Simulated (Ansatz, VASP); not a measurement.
One calculation of Mg, two programs

```
CELL_PARAMETERS angstrom
-1.96405 1.96405 1.50030
1.96405 -1.96405 1.50030
1.96405 1.96405 -1.50030
ATOMIC_POSITIONS crystal
Mg 0.00000 0.00000 0.00000
```

Alike in both runs: task single point; functional PBE; k mesh 18 × 18 × 18; occupations gaussian, width 0.15 eV; no spin polarisation.

|  | VASP | Ansatz |
| --- | --- | --- |
| version | VASP 6.6.1 | Ansatz 0.2.0 |
| potentials or method | VASP PAW PBE potentials, release 64 (Mg) | scalar-relativistic, plane waves, PAW |
| plane-wave cutoff (eV) | 520 | 520 |
| valence electrons in the cell | 2 | 10 |

|  | VASP | Ansatz | Ansatz less VASP |
| --- | --- | --- | --- |
| gap on the k mesh at the Fermi level (eV) | none | none | - |
| pressure (GPa) | 0.9 | 1.0 | +0.11 |
| largest component of the traceless stress (GPa) | 3.95 | 3.95 | -0.001 |

A gap of «none» marks a metal or a gap that the smearing closes. With one functional, cell and mesh, what is left measures potentials, basis and numerics. The two sets of potentials don't hold the same shells in valence.
